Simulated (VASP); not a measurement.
Output of a VASP run:

OUTCAR:
```
 ion  position               nearest neighbor table
   1  0.000  0.000  0.000-
   2  0.500  0.500  0.500-
  LATTYP: Found a simple cubic cell.
 ALAT       =     3.6927835376
 Subroutine PRICEL returns:
 Original cell was already a primitive cell.
 Subroutine GETGRP returns: Found 48 space group operations
The static configuration has the point symmetry O_h .
The dynamic configuration has the point symmetry O_h .
 Subroutine INISYM returns: Found 48 space group operations
 Subroutine IBZKPT returns following result:
 Found     20 irreducible k-points:

 Following reciprocal coordinates:
            Coordinates               Weight
  0.000000  0.000000  0.000000      1.000000
  0.142857  0.000000  0.000000      6.000000
  0.285714  0.000000  0.000000      6.000000
  0.428571  0.000000  0.000000      6.000000
  0.142857  0.142857  0.000000     12.000000
  0.285714  0.142857  0.000000     24.000000
  0.428571  0.142857  0.000000     24.000000
  0.285714  0.285714  0.000000     12.000000
  0.428571  0.285714  0.000000     24.000000
  0.428571  0.428571  0.000000     12.000000
  0.142857  0.142857  0.142857      8.000000
  0.285714  0.142857  0.142857     24.000000
  0.428571  0.142857  0.142857     24.000000
  0.285714  0.285714  0.142857     24.000000
  0.428571  0.285714  0.142857     48.000000
  0.428571  0.428571  0.142857     24.000000
  0.285714  0.285714  0.285714      8.000000
  0.428571  0.285714  0.285714     24.000000
  0.428571  0.428571  0.285714     24.000000
  0.428571  0.428571  0.428571      8.000000
   k-points           NKPTS =     20   k-points in BZ     NKDIM =     20   number of bands    NBANDS=     12
   number of dos      NEDOS =    301   number of ions     NIONS =      2
   total plane-waves  NPLWV =  21952
   dimension x,y,z NGX =    28 NGY =   28 NGZ =   28
   dimension x,y,z NGXF=    56 NGYF=   56 NGZF=   56
   ions per type =               1   1
   PREC   = accura    normal or accurate (medium, high low for compatibility)
   ISTART =      0    job   : 0-new  1-cont  2-samecut
   ICHARG =      2    charge: 1-file 2-atom 10-const
   ISPIN  =      1    spin polarized calculation?
   LNONCOLLINEAR =      F non collinear calculations
   LSORBIT =      F    spin-orbit coupling
   INIWAV =      1    electr: 0-lowe 1-rand  2-diag
   ENCUT  =  500.0 eV  36.75 Ry    6.06 a.u.   6.73  6.73  6.73*2*pi/ulx,y,z
   NELM   =    100;   NELMIN=  2; NELMDL= -5     # of ELM steps
   EDIFF  = 0.1E-05   stopping-criterion for ELM
   LREAL  =      F    real-space projection
   NLSPLINE    = F    spline interpolate recip. space projectors
   LMAXMIX     =    4 max onsite mixed and CHGCAR
   VOSKOWN=      0    Vosko Wilk Nusair interpolation
   EDIFFG = -.2E-01   stopping-criterion for IOM
   NSW    =     40    number of steps for IOM
   NBLOCK =      1;   KBLOCK =     40    inner block; outer block
   IBRION =      2    ionic relax: 0-MD 1-quasi-New 2-CG
   NFREE  =      1    steps in history (QN), initial steepest desc. (CG)
   ISIF   =      3    stress and relaxation
   ISYM   =      2    0-nonsym 1-usesym 2-fastsym
   TEIN   =    0.0    initial temperature
   TEBEG  =    0.0;   TEEND  =   0.0 temperature during run
   SMASS  =  -3.00    Nose mass-parameter (am)
   PSTRESS=  300.0 pullay stress
   NELECT =      16.0000    total number of electrons
   EFERMI =   0.00;   METHOD = LEGACY
   ISMEAR =     0;   SIGMA  =   0.05  broadening in eV -4-tet -1-fermi 0-gaus
   IALGO  =     38    algorithm
   LDIAG  =      T    sub-space diagonalisation (order eigenvalues)
   IMIX   =      4    mixing-type and parameters
     AMIX     =   0.40;   BMIX     =  1.00
     AMIX_MAG =   1.60;   BMIX_MAG =  1.00
     AMIN     =   0.10
   GGA     = PS    functional components
   VOSKOWN =     0    Vosko Wilk Nusair interpolation
   LHFCALC =     F    Hartree Fock is set to
   LHFONE  =     F    Hartree Fock one center treatment
...
```

File OSZICAR:
```
...
DAV:   4    -0.549694001070E+01   -0.39391E-01   -0.39378E-01   544   0.515E+00
DAV:   5    -0.549721875640E+01   -0.27875E-03   -0.27872E-03   592   0.410E-01    0.343E+00
DAV:   6    -0.530774484035E+01    0.18947E+00   -0.28247E-01   516   0.362E+00    0.180E+00
DAV:   7    -0.527718951668E+01    0.30555E-01   -0.15951E-01   592   0.260E+00    0.627E-01
DAV:   8    -0.527710437157E+01    0.85145E-04   -0.12349E-02   552   0.846E-01    0.707E-02
DAV:   9    -0.527693294335E+01    0.17143E-03   -0.44247E-04   584   0.181E-01    0.377E-02
DAV:  10    -0.527694326632E+01   -0.10323E-04   -0.17616E-04   568   0.846E-02    0.221E-02
DAV:  11    -0.527694051279E+01    0.27535E-05   -0.42872E-05   524   0.464E-02    0.554E-03
DAV:  12    -0.527693944532E+01    0.10675E-05   -0.29821E-06   540   0.149E-02    0.202E-03
DAV:  13    -0.527693939181E+01    0.53516E-07   -0.12717E-06   344   0.726E-03
   1 F= 0.41522037E+01 E0= 0.41522037E+01  d E =0.415220E+01
       N       E                     dE             d eps       ncg     rms          rms(c)
DAV:   1    -0.717241756581E+01   -0.18955E+01   -0.93500E+01   504   0.736E+01    0.122E+01
DAV:   2    -0.396314408089E+01    0.32093E+01   -0.36601E+00   492   0.137E+01    0.506E+00
DAV:   3    -0.294759250533E+01    0.10156E+01   -0.28409E+00   488   0.112E+01    0.204E+00
DAV:   4    -0.294621121195E+01    0.13813E-02   -0.45738E-02   540   0.173E+00    0.699E-01
DAV:   5    -0.294515577120E+01    0.10554E-02   -0.10488E-02   528   0.744E-01    0.162E-01
DAV:   6    -0.294503127625E+01    0.12449E-03   -0.92182E-04   504   0.243E-01    0.792E-02
DAV:   7    -0.294504551360E+01   -0.14237E-04   -0.93455E-05   560   0.873E-02    0.360E-02
DAV:   8    -0.294504266562E+01    0.28480E-05   -0.17409E-05   512   0.295E-02    0.165E-02
DAV:   9    -0.294503895113E+01    0.37145E-05   -0.40411E-06   516   0.172E-02    0.334E-03
DAV:  10    -0.294503912321E+01   -0.17208E-06   -0.13038E-07   272   0.272E-03
   2 F= 0.44912101E+01 E0= 0.44912101E+01  d E =0.339006E+00
       N       E                     dE             d eps       ncg     rms          rms(c)
DAV:   1    -0.639089855404E+01   -0.34459E+01   -0.34304E+01   504   0.387E+01    0.609E+00
DAV:   2    -0.506077651788E+01    0.13301E+01   -0.16966E+00   484   0.904E+00    0.302E+00
DAV:   3    -0.467128959434E+01    0.38949E+00   -0.10952E+00   492   0.683E+00    0.173E+00
DAV:   4    -0.466833002538E+01    0.29596E-02   -0.20421E-02   548   0.111E+00    0.474E-01
DAV:   5    -0.466799279684E+01    0.33723E-03   -0.42302E-03   532   0.455E-01    0.105E-01
DAV:   6    -0.466789376912E+01    0.99028E-04   -0.45549E-04   500   0.153E-01    0.651E-02
DAV:   7    -0.466789460151E+01   -0.83240E-06   -0.41172E-05   544   0.506E-02    0.298E-02
DAV:   8    -0.466789452868E+01    0.72837E-07   -0.61864E-06   524   0.176E-02
   3 F= 0.40129019E+01 E0= 0.40129019E+01  d E =-.139302E+00
       N       E                     dE             d eps       ncg     rms          rms(c)
DAV:   1    -0.463836999496E+01    0.29525E-01   -0.19411E-02   516   0.963E-01    0.148E-01
DAV:   2    -0.463762699101E+01    0.74300E-03   -0.90768E-04   492   0.208E-01    0.694E-02
DAV:   3    -0.463741319653E+01    0.21379E-03   -0.65447E-04   512   0.166E-01    0.282E-02
DAV:   4    -0.463741425234E+01   -0.10558E-05   -0.11795E-05   528   0.264E-02    0.869E-03
DAV:   5    -0.463741463447E+01   -0.38214E-06   -0.22277E-06   472   0.106E-02
   4 F= 0.40126050E+01 E0= 0.40126050E+01  d E =-.139599E+00
```

**OUTCAR**
```
------------------------ aborting loop because EDIFF is reached ----------------------------------------
  FORCE on cell =-STRESS in cart. coord.  units (eV):
  Direction    XX          YY          ZZ          XY          YZ          ZX
  --------------------------------------------------------------------------------------
  Total        8.6399620      8.6399620      8.6399620     -0.0000000     -0.0000000      0.0000000
  in kB      299.6511813    299.6511813    299.6511813     -0.0000000     -0.0000000      0.0000000
  external PRESSURE =      -0.3488187 kB  Pullay stress =     300.0000000 kB
  volume of cell :       46.20
      direct lattice vectors                 reciprocal lattice vectors
     3.588135271  0.000000000  0.000000000     0.278696293 -0.000000000 -0.000000000
     0.000000000  3.588135271  0.000000000    -0.000000000  0.278696293 -0.000000000
     0.000000000  0.000000000  3.588135271    -0.000000000 -0.000000000  0.278696293
 POSITION                                       TOTAL-FORCE (eV/Angst)
 -----------------------------------------------------------------------------------
      0.00000      0.00000      0.00000        -0.000000     -0.000000      0.000000
      1.79407      1.79407      1.79407         0.000000      0.000000      0.000000
 -----------------------------------------------------------------------------------
    total drift:                                0.000000      0.000000      0.000000
  FREE ENERGIE OF THE ION-ELECTRON SYSTEM (eV)
  ---------------------------------------------------
  free  energy   TOTEN  =        -4.6374146345 eV

  energy  without entropy=       -4.6374146345  energy(sigma->0) =       -4.63741463
  enthalpy is  TOTEN    =         4.0126050259 eV   P V=        8.6500196604

 reached required accuracy - stopping structural energy minimisation
```
(Selected blocks of OUTCAR.)

POSCAR:
```
CsBr
1
    3.6927835376     0.0000000000     0.0000000000
    0.0000000000     3.6927835376     0.0000000000
    0.0000000000     0.0000000000     3.6927835376
Cs Br
1 1
Direct
  0.0000000000   0.0000000000   0.0000000000
  0.5000000000   0.5000000000   0.5000000000
```

Problem. Write an INCAR and KPOINTS that could have produced this output.

Solution. One answer among several that fit: the input of the run itself, PBEsol GGA, plane waves, VASP's PBE PAW potentials (set 64).

File KPOINTS:
```
Automatic mesh
0
Gamma
7 7 7
0 0 0
```

**INCAR**
```
# general
SYSTEM =CsBr
PREC   =Accurate
ENCUT  =500
LREAL  =.FALSE.
LASPH  =.TRUE.

# electronic loop
EDIFF  =1E-6
NELM   =100
ALGO   =Normal
LMAXMIX=4

# smearing
ISMEAR =0
SIGMA  =0.05

# functional
GGA    =PS

# ions
IBRION =2
NSW    =40
ISIF   =3
EDIFFG =-0.02
PSTRESS=300

# output
LWAVE  =.FALSE.
LCHARG =.FALSE.
```

POTCAR, in this order: Cs_sv Br (PBE.64 set). Program: vasp_std.

Energy and stress use the plane-wave basis of the starting cell.

The compound is CsBr in the CsCl type structure. This run relaxes it under an external pressure of 30 GPa. Symmetry was kept, so distortions that lower it aren't found.
